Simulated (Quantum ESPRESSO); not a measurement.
Ag: phonons at U under several settings

```
Ag
1.0
     0.00000    1.99560    1.99560
     1.99560    0.00000    1.99560
     1.99560    1.99560    0.00000
Ag
1
Direct
  0.00000 0.00000 0.00000
```

All runs used Quantum ESPRESSO 7.5; k mesh 11 × 11 × 11; no spin polarisation; occupations cold, width 0.136 eV.

```tsv
level	potentials	geometry	cutoff (eV)	volume (Å³/atom)	pressure (GPa)	frequencies (cm⁻¹)
LDA	GBRV 1.5 LDA	relaxed cell	762	15.96	0.0	116 173 176
PBEsol	PseudoDojo 0.4.1 SR PBEsol standard	given cell, atoms relaxed	1116	17.05	?	?
```

Task: What stands in the row left open?

Result: Pressure -3.1 GPa; frequencies 125 175 177 cm⁻¹.

Caveats: the q point doesn't lie on the k mesh, which can shift a metal's frequencies strongly unless the mesh is converged; the cell is more than 3 GPa from zero pressure, which shifts response properties (some runs).

For the row left open. Caveat: the cell is more than 3 GPa from zero pressure, which shifts response properties; the q point doesn't lie on the k mesh, which can shift a metal's frequencies strongly unless the mesh is converged.
